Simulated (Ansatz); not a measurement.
A relaxation computed with Ansatz, from input to last step.

```yaml
crystal:
  lattice:
    - [5.4488556225, 0.0, 0.0]
    - [-2.7244278112, 4.7188473906, 0.0]
    - [0.0, 0.0, 2.8350624279]
  atoms:
    - { symbol: Ta, position: [0.0, 0.0, 0.0] }
    - { symbol: Ta, position: [0.3333333333, 0.6666666667, 0.5] }
    - { symbol: Ta, position: [0.6666666667, 0.3333333333, 0.5] }
    - { symbol: "N", position: [0.5, 0.0, 0.0] }
    - { symbol: "N", position: [0.5, 0.5, 0.0] }
    - { symbol: "N", position: [0.0, 0.5, 0.0] }
basis:
  ecutwfc: 500
kpoints:
  mp_grid: { grid: [12, 12, 12] }
hamiltonian:
  xc: r2scan
scf:
  occupations: { method: gaussian, width: 0.1 }
output:
  forces: true
  stress: true
  eigenvalues: true
relax:
  adjacent_minimum: "off"
  f_tol: 0.008
  max_steps: 40
  cell: { stress_tol: 0.015, fix: [a, b, gamma] }
```

```bash
ansatz run input.yaml --threads 1 --pin off --max-ram 2560MiB --backend cpu --events-out ev --progress --plain --runs-dir out
```

Method: DFT r2SCAN, scalar-relativistic, plane waves, PAW in Ansatz.

Of 5 frames 4 are shown, positions in Å and forces in eV/Å; the SCF threshold varies from step to step. Steps run on the plane waves of an earlier cell, with a Pulay correction in the pressure. The basis is chosen afresh for the last frame, the zero of the energies, and at times for earlier ones too; energy and pressure step there, also at an unchanged geometry.

```xyz
6
Lattice="5.4489 0.0000 0.0000 -2.7244 4.7188 0.0000 0.0000 0.0000 2.8351" Properties=species:S:1:pos:R:3:forces:R:3 pbc="T T T" step=1 free_energy_over_end_meV_per_atom=1.23 pressure_GPa=-10.17
Ta    0.0000    0.0000    0.0000    0.0000    0.0000    0.0000
Ta    0.0000    3.1459    1.4175    0.0000    0.0000    0.0000
Ta    2.7244    1.5729    1.4175    0.0000    0.0000    0.0000
N     2.7244    0.0000    0.0000    0.0000    0.0000    0.0000
N     1.3622    2.3594    0.0000    0.0000    0.0000    0.0000
N    -1.3622    2.3594    0.0000    0.0000    0.0000    0.0000
6
Lattice="5.4489 0.0000 0.0000 -2.7244 4.7188 0.0000 0.0000 0.0000 2.8673" Properties=species:S:1:pos:R:3:forces:R:3 pbc="T T T" step=2 free_energy_over_end_meV_per_atom=0.76 pressure_GPa=-14.16
Ta    0.0000    0.0000    0.0000    0.0000    0.0000    0.0000
Ta    0.0000    3.1459    1.4337    0.0000    0.0000    0.0000
Ta    2.7244    1.5729    1.4337    0.0000    0.0000    0.0000
N     2.7244    0.0000    0.0000    0.0000    0.0000    0.0000
N     1.3622    2.3594    0.0000    0.0000    0.0000    0.0000
N    -1.3622    2.3594    0.0000    0.0000    0.0000    0.0000
6
Lattice="5.4489 0.0000 0.0000 -2.7244 4.7188 0.0000 0.0000 0.0000 2.8536" Properties=species:S:1:pos:R:3:forces:R:3 pbc="T T T" step=3 free_energy_over_end_meV_per_atom=0.04 pressure_GPa=-12.50
Ta    0.0000    0.0000    0.0000    0.0000    0.0000    0.0000
Ta    0.0000    3.1459    1.4268    0.0000    0.0000    0.0000
Ta    2.7244    1.5729    1.4268    0.0000    0.0000    0.0000
N     2.7244    0.0000    0.0000    0.0000    0.0000    0.0000
N     1.3622    2.3594    0.0000    0.0000    0.0000    0.0000
N    -1.3622    2.3594    0.0000    0.0000    0.0000    0.0000
6
Lattice="5.4489 0.0000 0.0000 -2.7244 4.7188 0.0000 0.0000 0.0000 2.8533" Properties=species:S:1:pos:R:3:forces:R:3 pbc="T T T" step=5 free_energy_over_end_meV_per_atom=0.00 pressure_GPa=-12.46
Ta    0.0000    0.0000    0.0000    0.0000    0.0000    0.0000
Ta    0.0000    3.1459    1.4267    0.0000    0.0000    0.0000
Ta    2.7244    1.5729    1.4267    0.0000    0.0000    0.0000
N     2.7244    0.0000    0.0000    0.0000    0.0000    0.0000
N     1.3622    2.3594    0.0000    0.0000    0.0000    0.0000
N    -1.3622    2.3594    0.0000    0.0000    0.0000    0.0000
```

It took 120 s on 1 thread of Intel(R) Xeon(R) Platinum 8488C (Sapphire Rapids), with other jobs on the host, peak memory 0.81 GiB.

Spin–orbit coupling is left out, which can shift energies with elements as heavy as these.